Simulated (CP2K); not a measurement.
Mo:

```xyz
1
Lattice="2.7432 0.0000 0.0000 -0.9144 2.5863 0.0000 -0.9144 -1.2932 2.2398" Properties=species:S:1:pos:R:3 pbc="T T T"
Mo    0.0000    0.0000    0.0000
```

Base run:

- Program: CP2K 2026.2
- Functional: PBE
- Potentials or basis: POTENTIAL_UZH Mo GTH-PBE-q14; TZVP-MOLOPT-PBE-GTH basis
- Density cutoff: 6123 eV
- k mesh: 12 × 12 × 12
- Occupations: fermi-dirac, width 0.05 eV
- Spin: no spin polarisation

Its results: band gap on the k mesh none (metal or under the smearing width); pressure 0.1 GPa.

Problem. The run is repeated on the same cell with these changes: functional from PBE to PBEsol; eps_default from 1.0E-10 to 1.0E-9. What comes out?

Solution. Band gap on the k mesh none (metal or under the smearing width); pressure -7.0 GPa.

Caveats: the basis of atomic orbitals isn't converged, which shifts pressures, moduli and gaps; the potentials were made for another functional, which shifts forces and pressure (some runs).

Not every run made on this cell is shown here.
